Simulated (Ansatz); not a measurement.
A 9-atom cell of TiO2 built on the quartz structure (relaxed group P6_422) was relaxed with 3 functionals in the PAW code Ansatz, cell and atoms free, the symmetry of the start kept (meshes: PBE 6×6×4, r2SCAN 6×6×4, PBEsol 6×6×4). The structure was generated, not taken from experiment, and needn't be the ground state; spin polarisation is off.

The PBEsol result:
```xyz
9
Lattice="5.7063 0.0000 0.0000 -2.8532 4.9418 0.0000 0.0000 0.0000 6.2671" Properties=species:S:1:pos:R:3 pbc="T T T"
Ti    1.4266    2.4709    0.0000
Ti   -1.4266    2.4709    4.1781
Ti    2.8531    0.0000    2.0890
O     0.0001    2.1029    5.2225
O     1.0319    3.8904    1.0445
O    -1.0320    3.8903    3.1335
O     1.8212    1.0515    1.0446
O     3.8851    1.0514    3.1336
O     2.8532    2.8389    5.2226
```

Space group P6_422 (No. 181), hexagonal; conventional cell a = 5.706 Å, c = 6.267 Å, 19.64 Å³ an atom. Around Ti lie 4 O at 1.81 Å; around O lie 2 Ti at 1.81 Å.

(1) How does the cell change with PBE?

(2) How does the cell change with r2SCAN?

(3) Held at the r2SCAN cell, what mean stress does PBE find, and does its sign point to its own minimum?

Answers

(1) a = 5.748 Å, c = 6.317 Å; the volume differs by +2.3 % from PBEsol's. Ti is surrounded by 4 O at 1.82 Å; O is surrounded by 2 Ti at 1.82 Å.

(2) a = 5.711 Å, c = 6.274 Å; the volume differs by +0.3 % from PBEsol's. Ti is surrounded by 4 O at 1.81 Å; O is surrounded by 2 Ti at 1.81 Å.

(3) Yes. PBE +2.17 GPa, and its relaxed volume is +2.0 % from r2SCAN's. Compression counts positive, so a positive stress asks for a larger cell.
